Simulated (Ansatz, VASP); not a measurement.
# Two plane-wave programs on BN

```
CELL_PARAMETERS angstrom
2.50300 0.00000 0.00000
-1.25150 2.16766 0.00000
0.00000 0.00000 6.70077
ATOMIC_POSITIONS crystal
B 0.33333 0.66667 0.25000
B 0.66667 0.33333 0.75000
N 0.33333 0.66667 0.75000
N 0.66667 0.33333 0.25000
```

Alike in both runs: task single point; functional PBEsol; k mesh 12 × 12 × 4; occupations gaussian, width 0.05 eV; no spin polarisation.

|  | VASP | Ansatz |
| --- | --- | --- |
| version | VASP 6.6.1 | Ansatz 0.2.0 |
| potentials or method | VASP PAW PBE potentials, release 64 (B, N) | scalar-relativistic, plane waves, PAW |
| plane-wave cutoff (eV) | 520 | 520 |
| valence electrons in the cell | 16 | 16 |

VASP gave:

| Property | Result |
| --- | --- |
| gap on the k mesh at the Fermi level (eV) | 4.19 |
| least direct gap on the mesh (eV) | 4.58 |
| pressure (GPa) | 1.0 |
| largest component of the traceless stress (GPa) | 0.39 |

Q: What did Ansatz give for the same quantities?

A: gap on the k mesh at the Fermi level (eV): 4.19; least direct gap on the mesh (eV): 4.59; pressure (GPa): 0.5; largest component of the traceless stress (GPa): 0.21.

Ansatz warned: «pseudo_functional_mismatch».

Caveats: the PAW data sets were made with another functional, which shifts forces and pressure a little (VASP); this functional lacks dispersion, which binds the layers, so the pressure and a relaxed spacing across them are unreliable. A k mesh can miss the band edges.
